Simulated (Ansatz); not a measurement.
Wanted: the native input for an Ansatz 0.2.0 run.

```yaml
Task: single point
Functional: PBE
Potentials_or_basis: Ansatz PAW
Cutoff: "420 eV (not typed: the program's choice for these potentials)"
k_mesh: 9 × 9 × 9
Occupations: gaussian, width 0.1 eV
Spin: no spin polarisation
```

The system is Sn.

```
Sn
1.0
    -2.94014    2.94014    1.59930
     2.94014   -2.94014    1.59930
     2.94014    2.94014   -1.59930
Sn
2
Direct
  0.00000 0.00000 0.00000
  0.75000 0.25000 0.50000
```

The input as run:

input.yaml

```yaml
crystal:
  lattice:
    - [-2.9401404553, 2.9401404553, 1.5993019889]
    - [2.9401404553, -2.9401404553, 1.5993019889]
    - [2.9401404553, 2.9401404553, -1.5993019889]
  atoms:
    - { symbol: Sn, position: [0.0, 0.0, 0.0] }
    - { symbol: Sn, position: [0.75, 0.25, 0.5] }
hamiltonian:
  xc: pbe
  pseudopotentials: { kind: paw }
kpoints:
  mp_grid: { grid: [9, 9, 9] }
scf:
  occupations: { method: gaussian, width: 0.1 }
output:
  forces: true
  stress: true
  eigenvalues: true
```

Potentials or basis: Ansatz PAW.

Command:

```console
$ ansatz run input.yaml --threads 2 --pin off --max-ram 5632MiB --backend cpu --events-out ev --progress --plain --runs-dir out
```

It gave:

```
Pressure               : 1.4 GPa
Band gap on the k mesh : none (metal or under the smearing width)
```

Run time: 9.1 s on 2 threads of Intel(R) Xeon(R) Processor @ 2.50GHz (Skylake/Cascade Lake) (shared host), peak memory 0.38 GiB.
